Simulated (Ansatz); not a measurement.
**Be under changes of volume**

One of the cells (8.105 Å³/atom); the others are scaled copies at fixed shape and fractional positions:

```
CELL_PARAMETERS angstrom
2.28530 0.00000 0.00000
-1.14265 1.97913 0.00000
0.00000 0.00000 3.58420
ATOMIC_POSITIONS crystal
Be 0.66667 0.33333 0.75000
Be 0.33333 0.66667 0.25000
```

```yaml
Program: Ansatz 0.2.0
Functional: PBEsol
Potentials_or_basis: all-electron LAPW, scalar-relativistic
Cutoff: 161 eV (chosen from the basis error)
Basis_error_allowed: 0.0005 eV/atom
k_mesh: 13 × 13 × 8
Occupations: fermi-dirac, width 0.05 eV
Spin: no spin polarisation
```

| volume (Å³/atom) | energy over the lowest point (meV/atom) | pressure (GPa) |
| --- | --- | --- |
| 7.619 | 2.27 | 3.7 |
| 7.781 | 0.00 | 0.9 |
| 7.943 | 0.41 | -1.6 |
| 8.105 | 3.26 | -3.9 |
| 8.268 | 8.36 | -6.1 |
| 8.430 | 15.52 | -8.0 |
| 8.592 | ? | ? |

Problem. What does the run at 8.592 Å³/atom give?

Solution. Energy over the lowest point 24.56 meV/atom; pressure -9.8 GPa.

Worked out: A Birch-Murnaghan fit of order 3 (a polynomial in V^(-2/3)) to the other rows has its minimum at 7.84 Å³/atom with B0 = V·E''(V) = 124 GPa and B' = 3.2 at fixed shape and positions, which overstates the stiffness. It gives 24.54 meV/atom at 8.592 Å³/atom, against the run's 24.56, and -dE/dV = -9.8 GPa, against -9.8.

Energies are extrapolated to zero smearing.
